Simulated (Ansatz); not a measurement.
Calculated with Ansatz (gas phase, PBE0-D4/def2-TZVP geometries, no zero-point term in ΔE). CBS: MP2 limit from def2 TZ/QZ plus the TZ coupled-cluster correction, frozen cores. Functionals use def2-TZVPP. One conformer a species, not always the lowest.

`CCCCO` + `C[SiH](S)S` → `CS[SiH](C)S` + `CCCO`  (substitution at a C–C bond)

```json
{"level": "revPBE", "ΔE (eV)": "0.08"}
{"level": "SCS-MP2/def2-QZVPP", "ΔE (eV)": "0.10"}
```

Question: What does CCSD(T)/CBS give? (Estimate.)

Answer: Computed: +0.11 eV. The listed levels differ from it by -0.03, -0.01 eV.

Largest T1 diagnostic among the species: 0.011.

The D4 term adds −0.05 eV with B3LYP and −0.03 eV with PBE0; it sums over pairs of atoms, weighted by their polarisabilities, and B3LYP, whose exchange is more repulsive, gets the larger term. Leaving LDA and LC-ωPBE aside and taking each functional with its dispersion term where it has one, the values, not all of them listed here, spread over 0.08 eV, from BLYP-D4 to PBE-QIDH. LDA lies +0.04 eV from PBE without D4.

B3LYP here is the variant with VWN-RPA as its local correlation; programs differ in this.

CCSD(T)/CBS has its own doubt, a few kJ/mol and more with outer-core shells, so smaller differences from it don't rank the levels.
